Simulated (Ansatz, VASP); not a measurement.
**One calculation of NaH, two programs**

```
CELL_PARAMETERS angstrom
0.05354 2.45106 2.45106
2.45106 0.05354 2.45106
2.45106 2.45106 0.05354
ATOMIC_POSITIONS crystal
Na 0.00000 0.00000 0.00000
H 0.50000 0.50000 0.50000
```

Change from the starting cell: shear_111 strain +3.4%.

Alike in both runs: task single point; functional r2SCAN; k mesh 10 × 10 × 10; no spin polarisation.

|  | VASP | Ansatz |
| --- | --- | --- |
| version | VASP 6.6.1 | Ansatz 0.2.0 |
| potentials or method | VASP PAW PBE potentials, release 64 (Na_pv, H) | plane waves, PAW |
| plane-wave cutoff (eV) | 520 | 500 |
| occupations | gaussian, width 0.01 eV | fixed |
| valence electrons in the cell | 8 | 10 |

|  | VASP | Ansatz | Ansatz less VASP |
| --- | --- | --- | --- |
| gap on the k mesh at the Fermi level (eV) | 4.17 | 4.16 | -0.012 |
| pressure (GPa) | -1.0 | -0.8 | +0.26 |
| largest component of the traceless stress (GPa) | 0.54 | 0.54 | +0.004 |

The two sets of potentials don't hold the same shells in valence.

Caveats: the PAW data sets were made with another functional, which shifts forces and pressure a little (VASP). A k mesh can miss the band edges.
